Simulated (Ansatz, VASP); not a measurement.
**One calculation of HfB, two programs**

Contents of INCAR:

```
SYSTEM = HfB
PREC     = Accurate       ! precision mode
ENCUT    = 520            ! plane-wave cutoff, eV
EDIFF    = 1E-7           ! SCF threshold, eV
ISMEAR   = -1             ! smearing method
SIGMA    = 0.05           ! smearing width, eV
LREAL    = .FALSE.        ! projectors in reciprocal space
LASPH    = .TRUE.         ! aspherical terms in the spheres
NELM     = 80             ! most SCF steps
ALGO     = Normal         ! electronic algorithm
ISIF     = 2              ! what is computed and relaxed
LWAVE    = .FALSE.        ! write WAVECAR
LCHARG   = .FALSE.        ! write CHGCAR
GGA      = PE             ! functional
NBANDS   = 14             ! bands
```

File KPOINTS:

```
regular mesh
0
G
  10 10 10
  0 0 0
```

File POSCAR:

```
HfB
1.0
    0.0000000000      2.3553056198      2.3553056198
    2.3553056198      0.0000000000      2.3553056198
    2.3553056198      2.3553056198      0.0000000000
Hf B
1 1
Direct
    0.5000000000      0.5000000000      0.5000000000
    0.0000000000      0.0000000000      0.0000000000
```

Contents of input.yaml:

```yaml
crystal:
  lattice:
    - [0.0, 2.3553056198, 2.3553056198]
    - [2.3553056198, 0.0, 2.3553056198]
    - [2.3553056198, 2.3553056198, 0.0]
  atoms:
    - { symbol: Hf, position: [0.5, 0.5, 0.5] }
    - { symbol: B, position: [0.0, 0.0, 0.0] }
hamiltonian:
  xc: pbe
  pseudopotentials: { kind: paw }
kpoints:
  mp_grid: { grid: [10, 10, 10] }
scf:
  occupations: { method: fermi_dirac, width: 0.05 }
output:
  forces: true
  stress: true
  eigenvalues: true
  write_density: true
  write_potential: true
  elf: true
  volumetric_format: npy
```

Change from the starting cell: volume scaled by 1.06.

Alike in both runs: task single point; functional PBE; k mesh 10 × 10 × 10; occupations fermi-dirac, width 0.05 eV; no spin polarisation.

|  | VASP | Ansatz |
| --- | --- | --- |
| version | VASP 6.6.1 | Ansatz 0.2.0 |
| potentials or method | VASP PAW PBE potentials, release 64 (Hf_pv, B) | Ansatz PAW |
| plane-wave cutoff (eV) | 520 | 420 |
| valence electrons in the cell | 13 | 29 |

```csv
,VASP,Ansatz,Ansatz less VASP
gap on the k mesh at the Fermi level (eV),none,none,-
pressure (GPa),15.7,15.2,-0.50
```

A gap of «none» marks a metal or a gap that the smearing closes. With one functional, cell and mesh, what is left measures potentials, basis and numerics. The two sets of potentials don't hold the same shells in valence.

The runs have no spin-orbit coupling, so splittings on Hf are missing.
